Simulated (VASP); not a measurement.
A run of VASP 6.6.1:

INCAR

```
  PREC = Accurate
  ENCUT = 600
  EDIFF = 1E-6
  ISMEAR = 1
  SIGMA = 0.1
  LREAL = F
  LASPH = T
  NELM = 150
  ALGO = Normal
  ISIF = 3
  LWAVE = F
  LCHARG = F
  ISPIN = 2
  MAGMOM = 3 3 3 3 0 0 0 0 0 0
  LORBIT = 11
  LMAXMIX = 4
  METAGGA = R2SCAN
  LMIXTAU = T
  IBRION = 2
  NSW = 90
  EDIFFG = -0.01
  AMIX = 0.2
  BMIX = 1E-4
  AMIX_MAG = 0.8
  BMIX_MAG = 1E-4
  KPAR = 4
```

Contents of KPOINTS:

```
Automatic mesh
0
Gamma
  9 9 9
```

File POSCAR:

```
Cr2O3
1.0
    2.4785000000      1.4309626400      4.5307666700
   -2.4785000000      1.4309626400      4.5307666700
    0.0000000000     -2.8619252800      4.5307666700
Cr O
4 6
Direct
    0.3474800000      0.3474800000      0.3474800000
    0.1525200000      0.1525200000      0.1525200000
    0.6525200000      0.6525200000      0.6525200000
    0.8474800000      0.8474800000      0.8474800000
    0.5558000000      0.9442000000      0.2500000000
    0.2500000000      0.5558000000      0.9442000000
    0.9442000000      0.2500000000      0.5558000000
    0.4442000000      0.0558000000      0.7500000000
    0.7500000000      0.4442000000      0.0558000000
    0.0558000000      0.7500000000      0.4442000000
```

Potentials or basis: VASP PAW PBE potentials, release 64 (Cr_pv, O).

The run is started by

```console
$ cat potpaw_PBE.64/Cr_pv/POTCAR potpaw_PBE.64/O/POTCAR > POTCAR
$ mpirun -np 4 vasp_std > vasp.out
```

Hardware: 4 MPI ranks on Intel(R) Xeon(R) 6975P-C (Granite Rapids), on a shared host.

Q: Estimate the wall time of this run.

A: Wall time 100 min on 4 MPI ranks on Intel(R) Xeon(R) 6975P-C (Granite Rapids) (shared host), peak memory 1 GiB a rank. Counts: scf iterations 122, k points 85, ion steps 11.
